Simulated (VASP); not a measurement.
# ZnO (zincite) (P6_3mc) in VASP: a series of runs, part 2 of 2

VASP 6.6.1. Earlier steps stand in the parts before.

### Step 4. Relaxation of shape and atoms at fixed volume, PBE (a relaxed cell with its volume scaled by 1.04)

INCAR

```
SYSTEM = ZnO
PREC = Accurate
ENCUT = 300
EDIFF = 1E-7
ISMEAR = 0
SIGMA = 0.03
LREAL = .FALSE.
LASPH = .TRUE.
NELM = 80
ALGO = Normal
ISIF = 4
LWAVE = .FALSE.
LCHARG = .FALSE.
GGA = PE
IBRION = 2
NSW = 40
EDIFFG = -0.01
```

KPOINTS

```
Automatic mesh
0
G
  5 5 3
  0 0 0
```

POSCAR

```
ZnO                                     
1.0
    3.3224410173      0.0000000000      0.0000000000
   -1.6612205086      2.8773183235      0.0000000000
    0.0000000000      0.0000000000      5.3577775009
  Zn              O             
     2     2
Direct
     0.3333333332999970    0.6666666667000030    0.4999111560273977
     0.6666666667000030    0.3333333332999970    0.9999111560273976
     0.6666666667000030    0.3333333332999970    0.3790988439726033
     0.3333333332999970    0.6666666667000030    0.8790988439726034
```

The run is started by

```
> cat potpaw_PBE.64/Zn/POTCAR potpaw_PBE.64/O_s/POTCAR > POTCAR
> mpirun -np 1 vasp_std > vasp.out
```

It took 11 s on 1 thread of Intel Xeon Platinum 8488C (Sapphire Rapids), shared host; peak memory 0.13 GiB.

The run converged, but some of its settings lie outside the range that counts as converged, so its numbers aren't taken as properties of the crystal.

Results:

| Item | Value |
| --- | --- |
| Free energy | -17.8307 eV |
| Band gap on the k mesh | 0.66 eV, direct |

Caveat: the k mesh is coarse (spacing up to 0.44 Å⁻¹), so the values aren't converged; the cutoff is under 1.25 times the usual one of these potentials, so pressure, stress and relaxed cells hold a basis-set (Pulay) error; the relaxation stopped at its first step, so nothing moved.

### Step 5. Relaxation of shape and atoms at fixed volume, PBE (a relaxed cell with its volume scaled by 1.06)

INCAR is that of step 4.

KPOINTS is that of step 4.

Edit POSCAR of step 4 so:

```diff
@@ -2,5 +2,5 @@
 1.0
-    3.3224410173      0.0000000000      0.0000000000
-   -1.6612205086      2.8773183235      0.0000000000
-    0.0000000000      0.0000000000      5.3577775009
+    3.3436036326      0.0000000000      0.0000000000
+   -1.6718018163      2.8956456859      0.0000000000
+    0.0000000000      0.0000000000      5.3919043923
   Zn              O
```

Potentials or basis: VASP PAW PBE potentials, release 64 (Zn, O_s).

The run is started by

```
> cat potpaw_PBE.64/Zn/POTCAR potpaw_PBE.64/O_s/POTCAR > POTCAR
> mpirun -np 1 vasp_std > vasp.out
```

OUTCAR:

```text
SYSTEM = ZnO
   PREC = Accurate
   ENCUT = 300
   EDIFF = 1E-7
   ISMEAR = 0
   LREAL = .FALSE.
   LASPH = .TRUE.
   NELM = 80
   ISIF = 4
   GGA = PE
   IBRION = 2
   NSW = 40
   EDIFFG = -0.01

 ion  position               nearest neighbor table
   1  0.333  0.667  0.500-   3 2.04   3 2.04   3 2.04   4 2.04
   2  0.667  0.333  1.000-   4 2.04   4 2.04   4 2.04   3 2.04
   3  0.667  0.333  0.379-   1 2.04   1 2.04   1 2.04   2 2.04
   4  0.333  0.667  0.879-   2 2.04   2 2.04   2 2.04   1 2.04

  LATTYP: Found a hexagonal cell.
 ALAT       =     3.3436036326
 C/A-ratio  =     1.6126027439

  Lattice vectors:

 A1 = (   3.3436036326,   0.0000000000,   0.0000000000)
 A2 = (  -1.6718018163,   2.8956456859,   0.0000000000)
 A3 = (   0.0000000000,   0.0000000000,   5.3919043923)

Analysis of symmetry for initial positions (statically):
=====================================================================
 Subroutine PRICEL returns:
 Original cell was already a primitive cell.

 Routine SETGRP: Setting up the symmetry group for a
 hexagonal supercell.

 Subroutine GETGRP returns: Found 12 space group operations
 (whereof  6 operations were pure point group operations)
 out of a pool of 24 trial point group operations.

The static configuration has the point symmetry C_3v.
 The point group associated with its full space group is C_6v.

Analysis of symmetry for dynamics (positions and initial velocities):
=====================================================================
 Subroutine PRICEL returns:
 Original cell was already a primitive cell.

 Routine SETGRP: Setting up the symmetry group for a
 hexagonal supercell.

 Subroutine GETGRP returns: Found 12 space group operations
 (whereof  6 operations were pure point group operations)
 out of a pool of 24 trial point group operations.

The dynamic configuration has the point symmetry C_3v.
 The point group associated with its full space group is C_6v.

 Subroutine INISYM returns: Found 12 space group operations
 (whereof  6 operations are pure point group operations),
 and found     1 'primitive' translations

----------------------------------------------------------------------------------------

                                     Primitive cell

  volume of cell :      52.2038

  direct lattice vectors                    reciprocal lattice vectors
     3.343603633  0.000000000  0.000000000     0.299078512  0.172673060  0.000000000
    -1.671801816  2.895645686  0.000000000     0.000000000  0.345346119  0.000000000
     0.000000000  0.000000000  5.391904392     0.000000000  0.000000000  0.185463229

  length of vectors
     3.343603633  3.343603632  5.391904392     0.345346119  0.345346119  0.185463229

  position of ions in fractional coordinates (direct lattice)
     0.333333333  0.666666667  0.499911156
     0.666666667  0.333333333  0.999911156
     0.666666667  0.333333333  0.379098844
     0.333333333  0.666666667  0.879098844

  ion indices of the primitive-cell ions
   primitive index   ion index
                 1           1
                 2           2
                 3           3
                 4           4

[... 27 lines left out ...]
            Coordinates               Weight
  0.000000  0.000000  0.000000      1.000000
  0.200000  0.000000  0.000000      6.000000
  0.400000 -0.000000  0.000000      6.000000
  0.200000  0.200000  0.000000      6.000000
  0.400000  0.200000  0.000000      6.000000
  0.000000  0.000000  0.333333      2.000000
  0.200000  0.000000  0.333333     12.000000
  0.400000 -0.000000  0.333333     12.000000
  0.200000  0.200000  0.333333     12.000000
  0.400000  0.200000  0.333333     12.000000
   k-points           NKPTS =     10   k-points in BZ     NKDIM =     10   number of bands    NBANDS=     22
   number of dos      NEDOS =    301   number of ions     NIONS =      4
   total plane-waves  NPLWV =  12000
   dimension x,y,z NGX =    20 NGY =   20 NGZ =   30
   dimension x,y,z NGXF=    40 NGYF=   40 NGZF=   60
   ions per type =               2   2
   NGX,Y,Z   is equivalent  to a cutoff of   9.94,  9.94,  9.25 a.u.
   NGXF,Y,Z  is equivalent  to a cutoff of  19.89, 19.89, 18.50 a.u.
 SYSTEM =  ZnO
   PREC   = accura    normal or accurate (medium, high low for compatibility)
   ISTART =      0    job   : 0-new  1-cont  2-samecut
   ICHARG =      2    charge: 1-file 2-atom 10-const
   ISPIN  =      1    spin polarized calculation?
   LNONCOLLINEAR =      F non collinear calculations
   LSORBIT =      F    spin-orbit coupling
   LASPH  =      T    aspherical Exc in radial PAW
   ENCUT  =  300.0 eV  22.05 Ry    4.70 a.u.   4.72  4.72  7.61*2*pi/ulx,y,z
   NELM   =     80;   NELMIN=  2; NELMDL= -5     # of ELM steps
   EDIFF  = 0.1E-06   stopping-criterion for ELM
   LREAL  =      F    real-space projection
   EDIFFG = -.1E-01   stopping-criterion for IOM
   NSW    =     40    number of steps for IOM
   IBRION =      2    ionic relax: 0-MD 1-quasi-New 2-CG
   NFREE  =      1    steps in history (QN), initial steepest desc. (CG)
   ISIF   =      4    stress and relaxation
   ISYM   =      2    0-nonsym 1-usesym 2-fastsym
   POTIM  = 0.5000    time-step for ionic-motion
   TEBEG  =    0.0;   TEEND  =   0.0 temperature during run
   PSTRESS=    0.0 pullay stress
   NELECT =      36.0000    total number of electrons
   NUPDOWN=      -1.0000    fix difference up-down
   EMIN   =  10.00;   EMAX   =-10.00  energy-range for DOS
   EFERMI =   0.00;   METHOD = LEGACY
   ISMEAR =     0;   SIGMA  =   0.03  broadening in eV -4-tet -1-fermi 0-gaus
   EFERMI_NEDOS =   21; number of points for ismear=-14 and -15
   IALGO  =     38    algorithm
   IMIX   =      4    mixing-type and parameters
     AMIX     =   0.40;   BMIX     =  1.00
     AMIX_MAG =   1.60;   BMIX_MAG =  1.00
  volume/ion in A,a.u.               =      13.05        88.07
  Fermi-wavevector in a.u.,A,eV,Ry     =   1.446355  2.733214 28.462605  2.091942
  Thomas-Fermi vector in A             =   2.564433
   LORBIT       =      0    0 simple, 1 ext, 2 COOP (PROOUT), +10 PAW based schemes
   GGA     = PE    functional components
   LHFCALC =     F    Hartree Fock is set to
   AEXX    =    0.0000 exact exchange contribution
   IVDW    =     0    specifies the selected vdW correction
   LEPSILON=     F    determine dielectric tensor
   LRPA    =     F    only Hartree local field effects (RPA)
 conjugate gradient relaxation of ions
 non-spin polarized calculation
 Gauss-broadening in eV      SIGMA  =   0.03
  energy-cutoff  :      300.00
  volume of cell :       52.20
 maximum number of plane-waves:       625
 NGX is ok and might be reduce to    20
   NGX =  9   NGY =  9   NGZ = 15

 number of electron      35.9999921 magnetization

 Free energy of the ion-electron system (eV)
  ---------------------------------------------------
  ext. energy  EPLUGINS =         0.00000000
  ---------------------------------------------------
  free energy    TOTEN  =       -17.80264853 eV

  energy without entropy =      -17.80264853  energy(sigma->0) =      -17.80264853

 E-fermi :   0.7982     XC(G=0): -10.4303

 val. band max:        0.6442944039   @ k =   0.0000   0.0000   0.0000
 cond. band min:       1.2790006832   @ k =   0.0000   0.0000   0.0000
 fundamental gap:      0.6347062793
 Fermi energy:         0.7981596496

 k-point     1 :       0.0000    0.0000    0.0000
  band No.  band energies     occupation
      1     -16.7542      2.00000
      2     -16.1600      2.00000
      3      -4.6497      2.00000
      4      -4.6497      2.00000
      5      -4.6155      2.00000
      6      -4.4846      2.00000
[... 239 lines left out ...]
     21       8.4621      0.00000
     22       8.7044      0.00000

------------------------ aborting loop because EDIFF is reached ----------------------------------------

  FORCE on cell =-STRESS in cart. coord.  units (eV):
  Direction    XX          YY          ZZ          XY          YZ          ZX
  --------------------------------------------------------------------------------------
  -------------------------------------------------------------------------------------
  Total       -2.2274582     -2.2274582     -2.1856728      0.0000000      0.0000000      0.0000000
  in kB      -68.3624720    -68.3624720    -67.0800433      0.0000000      0.0000000      0.0000000
  external PRESSURE =     -67.9349958 kB  Pullay stress =       0.0000000 kB

 VOLUME and BASIS-vectors are now :
 -----------------------------------------------------------------------------
  energy-cutoff  :      300.00
  volume of cell :       52.20
      direct lattice vectors                 reciprocal lattice vectors
     3.343603633  0.000000000  0.000000000     0.299078512  0.172673060  0.000000000
    -1.671801816  2.895645686  0.000000000     0.000000000  0.345346119  0.000000000
     0.000000000  0.000000000  5.391904392     0.000000000  0.000000000  0.185463229

 POSITION                                       TOTAL-FORCE (eV/Angst)
 -----------------------------------------------------------------------------------
     -0.00000      1.93043      2.69547        -0.000000      0.000000     -0.000691
      1.67180      0.96522      5.39143         0.000000     -0.000000     -0.000691
      1.67180      0.96522      2.04406        -0.000000      0.000000      0.000691
     -0.00000      1.93043      4.74002         0.000000      0.000000      0.000691
 -----------------------------------------------------------------------------------
    total drift:                               -0.000003     -0.000005      0.002218

  FREE ENERGIE OF THE ION-ELECTRON SYSTEM (eV)
  ---------------------------------------------------
  free  energy   TOTEN  =       -17.8026485255 eV

  energy  without entropy=      -17.8026485255  energy(sigma->0) =      -17.80264853

 reached required accuracy - stopping structural energy minimisation
```

Wall time 14 s (1 thread of Intel Xeon Platinum 8488C (Sapphire Rapids), shared host); peak memory 0.12 GiB.

The run converged, but some of its settings lie outside the range that counts as converged, so its numbers aren't taken as properties of the crystal.

Results:

- Free energy: -17.8026 eV
- Band gap on the k mesh: 0.63 eV, direct

Caveat: the k mesh is coarse (spacing up to 0.43 Å⁻¹), so the values aren't converged; the cutoff is under 1.25 times the usual one of these potentials, so pressure, stress and relaxed cells hold a basis-set (Pulay) error; the relaxation stopped at its first step, so nothing moved.

### Step 6. Relaxation of cell and atoms, r2SCAN

This run uses another cell than the first one, of 11.90 Å³/atom, 0.966 times its volume.

INCAR

```
ALGO = Normal
EDIFF = 1E-6
EDIFFG = -0.01
ENCUT = 600
IBRION = 2
ISIF = 3
ISMEAR = 0
LASPH = T
LCHARG = F
LMIXTAU = T
LREAL = F
LWAVE = F
METAGGA = R2SCAN
NELM = 80
NSW = 90
PREC = Accurate
SIGMA = 0.03
```

KPOINTS

```
k-points
0
Gamma
  9 9 5
```

POSCAR

```
ZnO
1.0
    3.2493080000      0.0000000000      0.0000000000
   -1.6246540000      2.8139832727      0.0000000000
    0.0000000000      0.0000000000      5.2057090000
Zn O
2 2
Direct
    0.3333333333      0.6666666667      0.5000000000
    0.6666666667      0.3333333333      0.0000000000
    0.6666666667      0.3333333333      0.3790100000
    0.3333333333      0.6666666667      0.8790100000
```

Potentials or basis: VASP PAW PBE potentials, release 64 (Zn, O).

The run is started by

```
> cat potpaw_PBE.64/Zn/POTCAR potpaw_PBE.64/O/POTCAR > POTCAR
> mpirun -np 1 vasp_std > vasp.out
```

Run time: 14 min. Hardware: 1 thread of Intel Xeon Platinum 8259CL at 2.50GHz (Skylake/Cascade Lake), shared host; peak memory 0.21 GiB.

It converged, with:

```
Free energy                            : -36.3242 eV
Relaxed volume                         : 11.87 Å³/atom
Relaxed cell                           : a = 3.241 Å, b = 3.241 Å, c = 5.217 Å, α = 90.00°, β = 90.00°, γ = 120.00°
Space group after relaxing (to 0.05 Å) : P6_3mc (No. 186)
Energy gained by relaxing              : 0.3 meV/atom
Ionic steps                            : 7
Pressure after relaxing                : 0.0 GPa
Largest force after relaxing           : 0.009 eV/Å
Band gap on the k mesh                 : 1.23 eV, direct
```

Forces on the atoms (eV/Å):
```
Zn   0.000  0.000  0.009
Zn   0.000  0.000  0.009
O    0.000  0.000 -0.009
O    0.000  0.000 -0.009
```

Step by step:
```csv
step,energy change (eV),largest force (eV/Å),pressure (GPa),volume (Å³)
1,0.0000,0.0657,-0.44,47.60
2,-0.0012,0.0287,0.27,47.37
3,-0.0013,0.0078,0.12,47.42
4,-0.0013,0.0029,0.07,47.44
5,-0.0013,0.0046,0.11,47.43
6,-0.0012,0.0103,-0.06,47.48
7,-0.0012,0.0092,-0.03,47.47
```

Final structure:
```
CELL_PARAMETERS angstrom
3.24140 0.00000 0.00000
-1.62070 2.80714 0.00000
0.00000 0.00000 5.21680
ATOMIC_POSITIONS crystal
Zn 0.33333 0.66667 0.49957
Zn 0.66667 0.33333 0.99957
O 0.66667 0.33333 0.37944
O 0.33333 0.66667 0.87944
```

Levels at points of the mesh, in eV from the valence-band top:
| k point | band 14 | band 15 | band 16 | band 17 | band 18 | band 19 | band 20 | band 21 | band 22 |
| --- | --- | --- | --- | --- | --- | --- | --- | --- | --- |
| (0.00, 0.00, 0.00) | -0.81 | -0.81 | -0.09 | 0.00 | 0.00 | 1.23 | 5.85 | 8.82 | 13.70 |

Caveat: the PAW data sets were made with another functional, which shifts forces and pressure a little. r2SCAN opens gaps a little over a GGA but as a rule still falls short of measured ones.
